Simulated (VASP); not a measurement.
# Te (C2/m) in VASP: notebook, part 2 of 2

VASP 6.6.1.

## 4. Single point, PBE

File INCAR:

```
ADDGRID = F
ALGO = Normal
EDIFF = 1E-6
ENCUT = 340
GGA = PE
ISIF = 2
ISMEAR = 0
LASPH = T
LCHARG = F
LREAL = F
LWAVE = F
NBANDS = 16
NELM = 100
PREC = Accurate
SIGMA = 0.05
```

File KPOINTS:

```
k-points
0
Gamma
  4 4 3
```

File POSCAR:

```
Te
1.0
    3.8202894285     -2.1482026000      0.0000000000
    3.8202894285      2.1482026000      0.0000000000
   -0.0942908673      0.0000000000      5.9760906531
Te
3
Direct
    0.0000000000      0.0000000000      0.0000000000
    0.3094466100      0.3094466100      0.3388094900
    0.6905533900      0.6905533900      0.6611905100
```

Potentials or basis: VASP PAW PBE potentials, release 64 (Te).

The run is started by

```sh
cat potpaw_PBE.64/Te/POTCAR > POTCAR
mpirun -np 1 vasp_std > vasp.out
```

OUTCAR:

```text
EDIFF = 1E-6
   ENCUT = 340
   GGA = PE
   ISIF = 2
   ISMEAR = 0
   LASPH = T
   LREAL = F
   NELM = 100
   PREC = Accurate

 Found     17 irreducible k-points:

 Following reciprocal coordinates:
            Coordinates               Weight
  0.000000  0.000000  0.000000      1.000000
  0.250000 -0.000000  0.000000      4.000000
  0.500000 -0.000000  0.000000      2.000000
  0.250000  0.250000  0.000000      2.000000
  0.500000  0.250000  0.000000      4.000000
 -0.250000  0.250000  0.000000      2.000000
   k-points           NKPTS =     17   k-points in BZ     NKDIM =     17   number of bands    NBANDS=     16
   number of dos      NEDOS =    301   number of ions     NIONS =      3
   total plane-waves  NPLWV =  28224
   dimension x,y,z NGX =    28 NGY =   28 NGZ =   36
   dimension x,y,z NGXF=    56 NGYF=   56 NGZF=   72
   ions per type =               3
   NGX,Y,Z   is equivalent  to a cutoff of  10.62, 10.62, 10.01 a.u.
   NGXF,Y,Z  is equivalent  to a cutoff of  21.24, 21.24, 20.03 a.u.
 SYSTEM =  unknown system
   PREC   = accura    normal or accurate (medium, high low for compatibility)
   ISTART =      0    job   : 0-new  1-cont  2-samecut
   ICHARG =      2    charge: 1-file 2-atom 10-const
   ISPIN  =      1    spin polarized calculation?
   LNONCOLLINEAR =      F non collinear calculations
   LSORBIT =      F    spin-orbit coupling
   LASPH  =      T    aspherical Exc in radial PAW
   ENCUT  =  340.0 eV  24.99 Ry    5.00 a.u.   6.59  6.59  8.99*2*pi/ulx,y,z
   NELM   =    100;   NELMIN=  2; NELMDL= -5     # of ELM steps
   EDIFF  = 0.1E-05   stopping-criterion for ELM
   LREAL  =      F    real-space projection
   EDIFFG = 0.1E-04   stopping-criterion for IOM
   NSW    =      0    number of steps for IOM
   IBRION =     -1    ionic relax: 0-MD 1-quasi-New 2-CG
   NFREE  =      0    steps in history (QN), initial steepest desc. (CG)
   ISIF   =      2    stress and relaxation
   ISYM   =      2    0-nonsym 1-usesym 2-fastsym
   POTIM  = 0.5000    time-step for ionic-motion
   TEBEG  =    0.0;   TEEND  =   0.0 temperature during run
   PSTRESS=    0.0 pullay stress
   NELECT =      18.0000    total number of electrons
   NUPDOWN=      -1.0000    fix difference up-down
   EMIN   =  10.00;   EMAX   =-10.00  energy-range for DOS
   EFERMI =   0.00;   METHOD = LEGACY
   ISMEAR =     0;   SIGMA  =   0.05  broadening in eV -4-tet -1-fermi 0-gaus
   EFERMI_NEDOS =   21; number of points for ismear=-14 and -15
   IALGO  =     38    algorithm
   IMIX   =      4    mixing-type and parameters
     AMIX     =   0.40;   BMIX     =  1.00
     AMIX_MAG =   1.60;   BMIX_MAG =  1.00
  volume/ion in A,a.u.               =      32.70       220.64
  Fermi-wavevector in a.u.,A,eV,Ry     =   0.930307  1.758025 11.775440  0.865470
  Thomas-Fermi vector in A             =   2.056681
   LORBIT       =      0    0 simple, 1 ext, 2 COOP (PROOUT), +10 PAW based schemes
   GGA     = PE    functional components
   LHFCALC =     F    Hartree Fock is set to
   AEXX    =    0.0000 exact exchange contribution
   IVDW    =     0    specifies the selected vdW correction
   LEPSILON=     F    determine dielectric tensor
   LRPA    =     F    only Hartree local field effects (RPA)
 non-spin polarized calculation
 Gauss-broadening in eV      SIGMA  =   0.05
  energy-cutoff  :      340.00
  volume of cell :       98.09
 maximum number of plane-waves:      1410
 NGX is ok and might be reduce to    28
   NGX = 13   NGY = 13   NGZ = 17

 number of electron      18.0000002 magnetization

 Free energy of the ion-electron system (eV)
  ---------------------------------------------------
  ext. energy  EPLUGINS =         0.00000000
  ---------------------------------------------------
  free energy    TOTEN  =        -9.24952257 eV

  energy without entropy =       -9.24823984  energy(sigma->0) =       -9.24888120

 E-fermi :   6.4892     XC(G=0):  -9.2790

 val. band max:        6.4368658190   @ k =   0.5000   0.2500   0.3333
 cond. band min:       6.5099294638   @ k =   0.5000   0.5000   0.0000
 fundamental gap:      0.0730636448
 Fermi energy:         6.4891556138

 k-point     1 :       0.0000    0.0000    0.0000
  band No.  band energies     occupation
      1      -7.2245      2.00000
      2      -4.0299      2.00000
      3      -3.8916      2.00000
      4       3.7207      2.00000
      5       3.7455      2.00000
      6       4.2229      2.00000
[... 8 lines left out ...]
     15      12.5383      0.00000
     16      12.5614      0.00000
[... 77 lines left out ...]
 k-point     6 :      -0.2500    0.2500    0.0000
  band No.  band energies     occupation
      1      -5.7505      2.00000
      2      -4.6875      2.00000
      3      -4.0297      2.00000
      4       1.7296      2.00000
      5       1.8445      2.00000
      6       3.2039      2.00000
[... 8 lines left out ...]
     15      13.9665      0.00000
     16      14.8878      0.00000

 [... further k-points ...]

------------------------ aborting loop because EDIFF is reached ----------------------------------------

  FORCE on cell =-STRESS in cart. coord.  units (eV):
  Direction    XX          YY          ZZ          XY          YZ          ZX
  --------------------------------------------------------------------------------------
  -------------------------------------------------------------------------------------
  Total        0.5838561      0.4996828      0.3807500      0.0000000      0.0000000      0.0453769
  in kB        9.5366920      8.1618069      6.2191613      0.0000000      0.0000000      0.7411853
  external PRESSURE =       7.9725534 kB  Pullay stress =       0.0000000 kB

 VOLUME and BASIS-vectors are now :
 -----------------------------------------------------------------------------
  energy-cutoff  :      340.00
  volume of cell :       98.09
      direct lattice vectors                 reciprocal lattice vectors
     3.820289429 -2.148202600  0.000000000     0.130880136 -0.232752721  0.002065029
     3.820289429  2.148202600  0.000000000     0.130880136  0.232752721  0.002065029
    -0.094290867  0.000000000  5.976090653     0.000000000  0.000000000  0.167333472

 POSITION                                       TOTAL-FORCE (eV/Angst)
 -----------------------------------------------------------------------------------
      0.00000      0.00000      0.00000         0.000000      0.000000      0.000000
      2.33240      0.00000      2.02476         0.045083      0.000000      0.072652
      5.21388      0.00000      3.95133        -0.045083      0.000000     -0.072652
 -----------------------------------------------------------------------------------
    total drift:                               -0.000000      0.000000     -0.000000

  FREE ENERGIE OF THE ION-ELECTRON SYSTEM (eV)
  ---------------------------------------------------
  free  energy   TOTEN  =        -9.2495225680 eV

  energy  without entropy=       -9.2482398417  energy(sigma->0) =       -9.24888120
```

stdout:

```text
POSCAR found type information on POSCAR Te
 POSCAR found :  1 types and       3 ions
 scaLAPACK will be used
 LDA part: xc-table for (Slater+PW92), standard interpolation
 POSCAR, INCAR and KPOINTS ok, starting setup
 FFT: planning ... GRIDC
 FFT: planning ... GRID_SOFT
 FFT: planning ... GRID
 WAVECAR not read
 entering main loop
```

Run time: 12 s. Hardware: 1 thread of AMD EPYC 7R13 (Zen 3), shared host; peak memory 0.13 GiB.

The run converged, but some of its settings lie outside the range that counts as converged, so its numbers aren't taken as properties of the crystal.

What came out:

- Free energy: -9.2495 eV
- Pressure: 0.8 GPa
- Largest force: 0.086 eV/Å
- Band gap on the k mesh: 0.07 eV, indirect (least direct gap 0.17 eV)

Caveat: spin-orbit coupling is left out, which moves the levels of the heavy elements; an odd mesh through Γ misses points on the zone boundary, where band edges often lie.

## 5. For comparison

An earlier run on the cell as given: functional PBE; potentials or basis VASP PAW PBE potentials, release 64 (Te); cutoff 520 eV; k mesh 7 × 7 × 5; occupations fermi-dirac, width 0.05 eV; no spin polarisation.

- Pressure: 0.6 GPa
- Largest force: 0.110 eV/Å
- Band gap on the k mesh: 0.03 eV, indirect (least direct gap 0.20 eV)
